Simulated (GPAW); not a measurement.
Pb:

```
Pb
1.0
    -1.97966    1.97966    1.97966
     1.97966   -1.97966    1.97966
     1.97966    1.97966   -1.97966
Pb
1
Direct
  0.00000 0.00000 0.00000
```

This isn't the form of Pb at room conditions, which is fcc.

```yaml
Program: GPAW 26.7.0
Task: relaxation of cell and atoms
Functional: PBEsol
Dispersion: D3
Potentials_or_basis: PAW data sets generated in the run's folder for this functional
Cutoff: 600 eV
Basis: pw
k_mesh: 9 × 9 × 9
Occupations: fermi-dirac, width 0.05 eV
Spin: no spin polarisation
```

At the start: pressure -3.3 GPa; volume 31.03 Å³/atom.

Problem. Where does the relaxation end?

Solution. Over 4 steps the energy falls by 26.7 meV/atom and the volume is 28.68 Å³/atom (-7.6 %); space group Im-3m (No. 229, to 0.05 Å).

Step by step:
| step | energy change (eV) | largest force (eV/Å) | pressure (GPa) | volume (Å³) |
| --- | --- | --- | --- | --- |
| 1 | 0.0000 | 0.0000 | -3.29 | 31.03 |
| 2 | -0.0151 | 0.0000 | -2.31 | 30.20 |
| 3 | -0.0265 | 0.0000 | 0.33 | 28.48 |
| 4 | -0.0267 | 0.0000 | -0.02 | 28.68 |

Final structure:
```cif
data_structure
_symmetry_space_group_name_H-M 'P 1'
_symmetry_Int_Tables_number 1
_cell_length_a 3.3400
_cell_length_b 3.3400
_cell_length_c 3.3400
_cell_angle_alpha 109.471
_cell_angle_beta 109.471
_cell_angle_gamma 109.471
_cell_volume 28.68
loop_
_atom_site_label
_atom_site_type_symbol
_atom_site_fract_x
_atom_site_fract_y
_atom_site_fract_z
_atom_site_occupancy
Pb1 Pb 0.00000 0.00000 0.00000 1
```

Caveat: later steps reuse the first step's grids; pairwise dispersion overbinds metals, which lowers pressure and volume.
